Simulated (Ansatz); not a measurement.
# SrVO3 (Pm-3m) in Ansatz: settings compared

One crystal, SrVO3, is run at these levels: PBEsol, BLYP, PBE; tasks: relaxation of cell and atoms, single point.

All numbers are computed with Ansatz 0.2.0; they aren't measurements. Logs are shortened: lines on timing, memory, paths and dates and some standing lists are left out, and cuts for length are marked.

## Step 1: The crystal as given

The structure is cubic, space group Pm-3m (No. 221). The conventional cell has a = 3.841 Å, b = 3.841 Å, c = 3.841 Å, α = 90.00°, β = 90.00°, γ = 90.00°. Around Sr (site symmetry m-3m) lie 12 O at 2.72 Å. Around V (site symmetry m-3m) lie 6 O at 1.92 Å. O (site symmetry 4/mmm) is surrounded by 2 V at 1.92 Å.

## Step 2: Relaxation of cell and atoms, PBEsol, collinear spin, ferromagnetic start

The input, input.yaml:

```yaml
crystal:
  lattice:
    - [3.8409, 0.0, 0.0]
    - [0.0, 3.8409, 0.0]
    - [0.0, 0.0, 3.8409]
  atoms:
    - { symbol: Sr, position: [0.5, 0.5, 0.5] }
    - { symbol: V, position: [0.0, 0.0, 0.0], spin: 2.0 }
    - { symbol: O, position: [0.0, 0.0, 0.5] }
    - { symbol: O, position: [0.0, 0.5, 0.0] }
    - { symbol: O, position: [0.5, 0.0, 0.0] }
hamiltonian:
  xc: pbesol
  pseudopotentials: { kind: paw }
magnetization:
  spin_polarized: true
kpoints:
  mp_grid: { grid: [7, 7, 7] }
scf:
  occupations: { method: fermi_dirac, width: 0.05 }
output:
  forces: true
  stress: true
relax:
  f_tol: 0.01
  max_steps: 40
  cell: { stress_tol: 0.05 }
```

Potentials or basis: Ansatz PAW.

Launch:

```bash
> ansatz run input.yaml --threads 2 --pin off --max-ram 5120MiB --backend cpu --events-out ev --progress --plain --runs-dir out
```

Standard output:

```text
Warning: RAYON_NUM_THREADS=2 ignored (pool sized by the plan → 2); use --threads N
Engine: ansatz 0.2.0, x86_64-unknown-linux-gnu
Pseudopotentials: kind: paw
Pseudopotential: Sr, paw, valence charge 10, recommended cutoff 420 eV (normal), Sr.paw.azcp
Pseudopotential: V, paw, valence charge 13, recommended cutoff 420 eV (normal), V.paw.azcp
Pseudopotential: O, paw, valence charge 6, recommended cutoff 420 eV (normal), O.paw.azcp
Functional definition: PBEsol
  exchange = pbesol_x
  correlation = pbesol_c
Crystal: 5 atoms, lattice volume = 56.663 Å³
Basis set: ecut = 420 eV, 1141 PW (Γ), exchange–correlation on 54×54×54 points (8 copies of the dense FFT grid, shifted against one another)
Bands: 27, of which v1, the nominal top of the filled ones, is band 21 counted from 1 (20 counted from 0)
Symmetry: 48 space group operations
Space group: Pm-3m (ITA 221), of the structure as read, at distance tolerance 3.8e-5 Å
Magnetic group: BNS 221.92 (UNI 1594), of the structure as read, at distance tolerance 3.8e-5 Å
k-points: 20 of 343
Non-local potential: Sr, projectors of the file, l = 0: 3, l = 1: 2, l = 2: 2
Non-local potential: V, projectors of the file, l = 0: 3, l = 1: 2, l = 2: 3, l = 3: 1
Non-local potential: O, projectors of the file, l = 0: 2, l = 1: 2, l = 2: 1
PAW form: soft (Blöchl's): semilocal exchange-correlation on the pseudo side does not see the compensation charge
PAW frozen core: Sr, regenerated for the run's functional, and the local potential with it (the file was generated under x = pbe(κ = 0.804, μ = 0.2195149727645171), c = pbe(β = 0.06672455060314922))
PAW frozen core: V, regenerated for the run's functional, and the local potential with it (the file was generated under x = pbe(κ = 0.804, μ = 0.2195149727645171), c = pbe(β = 0.06672455060314922))
PAW frozen core: O, regenerated for the run's functional, and the local potential with it (the file was generated under x = pbe(κ = 0.804, μ = 0.2195149727645171), c = pbe(β = 0.06672455060314922))
PAW one-centre angular grid: Sr, 110 points (default); XC on 64 Gauss nodes
PAW one-centre angular grid: V, 590 points (default); XC on 64 Gauss nodes
PAW one-centre angular grid: O, 110 points (default); XC on 64 Gauss nodes
Initial density: superposition of atomic densities (chi_scale 0.1, normalization cell, long waves kept (reshape's long-wave potential 0.00 eV rms))
Starting moments: Σ|m| = 2 μB on 1 of 5 sites
Initial wavefunctions: pseudopotential atomic-orbital guess
Functional: x = pbesol(κ = 0.804, μ = 0.12345679012345678), c = pbesol(β = 0.046)
SCF iter   1: F=—  HF=-8067.092440 eV  |F-HF|=—  |Δ(HF+E_count)|=         —  Δρ=4.71e-2 (↑4.71e-2 ↓2.89e-2)  dr2=1.63e0  dr2_m=4.09e-1  M=1.000 μB ∫|m|=1.374 μB  β_m=0.30  ethr=3.10e-3  ⟨swp⟩=6.7  Hψ=5045  notcnv=0
Mixer restart at iter 1: flushing history
preconditioner: auto → Kerker (q_TF=auto, 2.585 Å⁻¹)  [metal: Δε(μ)=0.038 eV  Ē_g=13.340 eV  σ=0.050 eV  W_gap=0.18  n_scr=18 (ndim 8)  ℏωp=27.5 eV  f_vac=0.000  D(μ)=2.62/eV (n_scr^D=26)]
spin=Collinear: Kerker preconditioning applied to the charge; magnetization (m = ρ↑ − ρ↓) channel mixes plain (no charge-response kernel on spin).
SCF iter   2: F=—  HF=-8066.631206 eV  |F-HF|=—  |Δ(HF+E_count)|=   4.61e-1  Δρ=3.17e-2 (↑3.17e-2 ↓2.28e-2)  dr2=8.75e-1  dr2_m=2.04e-1  M=1.000 μB ∫|m|=1.337 μB  β_m=0.63  ethr=3.10e-3  ⟨swp⟩=2.0  Hψ=1597  notcnv=0  defer=40
SCF iter   3: F=—  HF=-8066.553463 eV  |F-HF|=—  |Δ(HF+E_count)|=   7.77e-2  Δρ=1.07e-2 (↑6.52e-3 ↓1.07e-2)  dr2=7.31e-2  dr2_m=2.65e-2  M=0.898 μB ∫|m|=1.103 μB  β_m=0.81  ethr=2.13e-3  ⟨swp⟩=2.6  Hψ=2079  notcnv=0  defer=41
SCF iter   4: F=—  HF=-8066.870463 eV  |F-HF|=—  |Δ(HF+E_count)|=         —  Δρ=3.28e-2 (↑3.28e-2 ↓3.27e-2)  dr2=1.07e-2  dr2_m=5.54e-1  M=0.086 μB ∫|m|=0.179 μB  β_m=1.00  ethr=1.78e-4  ⟨swp⟩=2.6  Hψ=2074  notcnv=0  defer=41
Mixer restart at iter 4: flushing history
SCF iter   5: F=—  HF=-8066.716530 eV  |F-HF|=—  |Δ(HF+E_count)|=   1.54e-1  Δρ=3.41e-3 (↑3.41e-3 ↓2.58e-3)  dr2=3.05e-3  dr2_m=3.69e-3  M=0.057 μB ∫|m|=0.089 μB  β_m=0.81  ethr=1.22e-4  ⟨swp⟩=2.2  Hψ=2073  notcnv=0  defer=37
SCF iter   6: F=—  HF=-8066.717289 eV  |F-HF|=—  |Δ(HF+E_count)|=   7.58e-4  Δρ=1.88e-3 (↑1.72e-3 ↓1.88e-3)  dr2=4.43e-4  dr2_m=1.54e-3  M=0.034 μB ∫|m|=0.050 μB  β_m=0.91  ethr=7.45e-6  ⟨swp⟩=2.5  Hψ=1906  notcnv=0  defer=19
SCF iter   7: F=—  HF=-8066.717429 eV  |F-HF|=—  |Δ(HF+E_count)|=   1.41e-4  Δρ=1.13e-3 (↑1.13e-3 ↓7.16e-4)  dr2=3.89e-4  dr2_m=3.37e-4  M=0.016 μB ∫|m|=0.024 μB  β_m=0.95  ethr=1.08e-6  ⟨swp⟩=2.1  Hψ=1742  notcnv=0  defer=17
SCF iter   8: F=—  HF=-8066.717397 eV  |F-HF|=—  |Δ(HF+E_count)|=   3.19e-5  Δρ=2.70e-4 (↑2.70e-4 ↓2.12e-4)  dr2=8.97e-5  dr2_m=1.16e-6  M=-0.001 μB ∫|m|=0.002 μB  β_m=0.82  ethr=9.50e-7  ⟨swp⟩=2.0  Hψ=1895  notcnv=0  defer=17
SCF iter   9: F=—  HF=-8066.716721 eV  |F-HF|=—  |Δ(HF+E_count)|=   6.76e-4  Δρ=6.45e-5 (↑6.45e-5 ↓4.60e-5)  dr2=3.27e-6  dr2_m=5.04e-7  M=-0.000 μB ∫|m|=0.001 μB  β_m=0.91  ethr=2.19e-7  ⟨swp⟩=2.2  Hψ=1931  notcnv=0  defer=11
SCF iter  10: F=—  HF=-8066.716724 eV  |F-HF|=—  |Δ(HF+E_count)|=   2.69e-6  Δρ=1.21e-5 (↑1.21e-5 ↓7.55e-6)  dr2=2.82e-7  dr2_m=6.70e-9  M=-0.000 μB ∫|m|=0.000 μB  β_m=0.95  ethr=7.98e-9  ⟨swp⟩=2.0  Hψ=1574  notcnv=0  defer=11
[... 80 lines left out ...]
spin=Collinear: Resta preconditioning applied to the charge; magnetization (m = ρ↑ − ρ↓) channel mixes plain (no charge-response kernel on spin).
SCF iter   2: F=—  HF=-8066.738055 eV  |F-HF|=—  |Δ(HF+E_count)|=   1.25e-5  Δρ=2.91e-6 (↑2.91e-6 ↓2.90e-6)  dr2=1.30e-8  dr2_m=1.21e-13  M=-0.000 μB ∫|m|=0.000 μB  β_m=0.30  ethr=2.82e-11  ⟨swp⟩=4.1  Hψ=3326  notcnv=0
SCF iter   3: F=—  HF=-8066.738055 eV  |F-HF|=—  |Δ(HF+E_count)|=   2.73e-9  Δρ=1.37e-6 (↑1.37e-6 ↓1.37e-6)  dr2=3.10e-9  dr2_m=1.77e-13  M=-0.000 μB ∫|m|=0.000 μB  β_m=0.65  ethr=2.82e-11  ⟨swp⟩=2.0  Hψ=1389  notcnv=0
SCF iter   4: F=—  HF=-8066.738055 eV  |F-HF|=—  |Δ(HF+E_count)|=  4.59e-10  Δρ=4.15e-7 (↑4.04e-7 ↓4.15e-7)  dr2=2.87e-10  dr2_m=4.86e-14  M=-0.000 μB ∫|m|=0.000 μB  β_m=0.79  ethr=7.56e-12  ⟨swp⟩=2.0  Hψ=1703  notcnv=0
SCF iter   5: F=—  HF=-8066.738055 eV  |F-HF|=—  |Δ(HF+E_count)|=  8.73e-11  Δρ=4.57e-7 (↑4.56e-7 ↓4.57e-7)  dr2=3.58e-10  dr2_m=1.51e-15  M=-0.000 μB ∫|m|=0.000 μB  β_m=0.79  ethr=1.00e-12  ⟨swp⟩=1.6  Hψ=1118  notcnv=0
SCF iter   6: F=—  HF=-8066.738055 eV  |F-HF|=—  |Δ(HF+E_count)|=  9.09e-12  Δρ=5.31e-7 (↑5.31e-7 ↓5.29e-7)  dr2=4.76e-10  dr2_m=5.11e-16  M=0.000 μB ∫|m|=0.000 μB  β_m=0.71  ethr=1.00e-12  ⟨swp⟩=1.6  Hψ=1118  notcnv=0
SCF iter   7: F=—  HF=-8066.738055 eV  |F-HF|=—  |Δ(HF+E_count)|=  6.00e-11  Δρ=3.52e-7 (↑3.52e-7 ↓3.51e-7)  dr2=2.13e-10  dr2_m=2.09e-16  M=0.000 μB ∫|m|=0.000 μB  β_m=0.68  ethr=1.00e-12  ⟨swp⟩=1.0  Hψ=1080  notcnv=0
SCF iter   8: F=-8066.738055 eV  HF=-8066.738055 eV  |F-HF|=1.27e-11  |Δ(HF+E_count)|=  4.27e-11  Δρ=1.09e-7 (↑1.09e-7 ↓1.08e-7)  dr2=2.05e-11  dr2_m=6.72e-17  M=0.000 μB ∫|m|=0.000 μB  ethr=1.00e-12  ⟨swp⟩=3.2  Hψ=3515  notcnv=0
the starting moments were not kept: the SCF closed with an absolute magnetisation of 2.1e-8 μB, where they sum to 2 μB in size (1 site). That is at most 0.1 of that sum. Measured as dr2_m measures the in/out step, that magnetisation stands 2.9e-16 eV from none, at or under the dr2_threshold of 5.0e-11 eV: it is no larger than a step whose dr2_m would equal this threshold.
SCF 6 converged in 8 iterations: F = -8066.738055 eV  dr2 = 2.05e-11
relax step   6: F+E_penalty+E_count = -8066.73805486 eV  Δ(F+E_penalty+E_count) = -9.475e-9 eV  max|allowed force component| = 6.416e-30 eV/Å  Δτ_max = 0.0000 Å  P = -0.003 GPa  Ω = 55.261 Å³  stress off target by 2.83e-3 GPa  SCF on the basis re-selected at this cell (its energy is not comparable with the rows above)  (8 SCF iters)
basis re-selected at this cell: Δ(F+E_penalty+E_count) = -9.475e-9 eV, ΔP = -0.002 GPa vs the last step (what re-selecting the basis moved, of the pressure what is left beyond the Pulay correction that the steps carried, after the strain that the cell walked since its last selection, with what the two solves' SCF thresholds leave and, on support functions, any second-order correction that the steps lacked; it is no measure of the basis error at this ecutwfc). This SCF's stress stands 2.83e-3 GPa from its target on what of the cell is left free (relax.cell.stress_tol is 5.00e-2 GPa) and its largest allowed force component is 6.42e-30 eV/Å (relax.f_tol is 1.00e-2 eV/Å): within both
SCF converged after 8 iterations
Magnetization: 0.0000 μB (20.5000 up, 20.5000 down)
Absolute magnetization: 0.0000 μB (∫|ρ↑−ρ↓|, with the PAW one-centre terms)
Spin contamination: 0.0000 ħ² per cell (⟨S²⟩ above its minimum at these occupations)
Per-site moments (μB) at R_I (Å): [(-1.0843037690122445e-10, 1.1110035716265063), (1.4231253163259583e-8, 0.7855981594195768), (-4.841724210805637e-10, 0.7855981594195768), (-4.841721572090248e-10, 0.7855981594195768), (-4.841722889108224e-10, 0.7855981594195768)]
Free energy (F): -8066.738055 eV
Harris-Foulkes:  -8066.738055 eV  (|F-HF|=1.27e-11)
Internal energy: -8066.726542 eV  (E = F + TS)
E sigma→0 (E₀):  -8066.732299 eV
Entropy (-TS):   -0.011513 eV (-2.303 meV/atom)
Fermi energy:    12.721697 eV
--- Per-component energies (eV) ---
  E_band       = -209.195522
  E_kinetic    = 1110.424743
  E_local      = -2601.069200  (includes V_loc(G=0)·N_el)
  E_nonlocal   = 299.130171
  E_hartree    = 967.163884
  E_xc         = -523.072751
  E_vxc        = -611.455227  (∫ρ·V_xc dr)
  E_paw        = -4184.573529  (= ΣΔE_a)
  E_vpaw       = -340.561535  (= ΣTr[D̂ρ^β])
  E_aug_tail   = 0.007628  (compensation charges beyond the density's cutoff)
  E_ewald      = -3135.127378
  E_core_change = 0.389890  (= ΣΔE_core)
  E_smearing   = -0.011513  (= −TS)
  E_closure    = -0.000000  (closes the sum)
  Σ components = -8066.738055   (vs F -8066.738055, Δ=0.00e0)
--- Forces (eV/Å), atoms counted from 1 ---
  atom   1  Sr    -0.00000000    -0.00000000     0.00000000
  atom   2  V      0.00000000     0.00000000     0.00000000
  atom   3  O      0.00000000     0.00000000    -0.00000000
  atom   4  O      0.00000000     0.00000000    -0.00000000
  atom   5  O     -0.00000000    -0.00000000     0.00000000
  max |Σ_I F_I| component: 9.99e-30 eV/Å
--- Stress (GPa, compression-positive) ---
       -0.002831       0.000000       0.000000
        0.000000      -0.002831       0.000000
        0.000000       0.000000      -0.002831
  P = ⅓ Tr σ = -0.0028 GPa (-0.028 kbar)
--- Relaxed structure (4 steps of the walk, 4 accepted, 2 SCFs on fresh bases) ---
  F+E_penalty+E_count = -8066.73805486 eV   max|allowed force component| = 6.416e-30 eV/Å   (the final SCF, on the basis selected at the relaxed cell)
  cell:  # Å, volume = 55.2611 Å³
    - [3.808960772943403, 2.6481536735324493e-34, 1.9259299443872356e-34]
    - [3.2901303216615278e-34, 3.808960772943403, 0.0]
    - [1.9259299443872356e-34, 0.0, 3.808960772943403]
  atoms:
    - { symbol: Sr, position: [0.49999999999999994, 0.49999999999999994, 0.49999999999999994] }
    - { symbol: V, position: [-2.578952605624269e-37, 1.387411212132255e-38, -1.3057987875777467e-38] }
    - { symbol: O, position: [2.5218239087131274e-37, 6.896249847348716e-38, 0.49999999999999994] }
    - { symbol: O, position: [-8.97736666176797e-39, 0.49999999999999994, -7.83479272598903e-38] }
    - { symbol: O, position: [0.49999999999999994, -1.59552289366958e-37, -7.834792725929718e-38] }
```

It took 38 s on 2 threads of Intel Xeon at 2.50GHz (Skylake/Cascade Lake), shared host; peak memory 0.4 GiB.

Results:

* Free energy: -8066.7381 eV
* Relaxed volume: 11.05 Å³/atom
* Relaxed cell: a = 3.809 Å, b = 3.809 Å, c = 3.809 Å, α = 90.00°, β = 90.00°, γ = 90.00°
* Space group after relaxing (to 0.05 Å): Pm-3m (No. 221)
* Energy gained by relaxing: 4.3 meV/atom
* Ionic steps: 6
* Pressure after relaxing: 0.0 GPa
* Net moment: 0.00 μB per cell
* Absolute moment: 0.00 μB per cell

The path:
```tsv
step	energy change (eV)	largest force (eV/Å)	volume (Å³)
1	0.0000	0.0000	56.66
2	-0.0250	0.0000	55.52
3	-0.0266	0.0000	55.30
4	-0.0211	0.0000	55.30
5	-0.0213	0.0000	55.26
6	-0.0213	0.0000	55.26
```

Final structure:
```
CELL_PARAMETERS angstrom
3.80896 0.00000 0.00000
0.00000 3.80896 0.00000
0.00000 0.00000 3.80896
ATOMIC_POSITIONS crystal
Sr 0.50000 0.50000 0.50000
V 0.00000 0.00000 0.00000
O 0.00000 0.00000 0.50000
O 0.00000 0.50000 0.00000
O 0.50000 0.00000 0.00000
```

Caveat: the plane-wave basis is chosen anew once the cell has moved, so the energies of steps on either side of that aren't comparable; the pressure holds a Pulay correction of +0.7 GPa for the finite cutoff; the PAW data sets come from PBE, with cores solved anew for the run's functional, which leaves a small shift of forces and pressure; the starting moments weren't kept.

(Continued in part 2 of 2.)
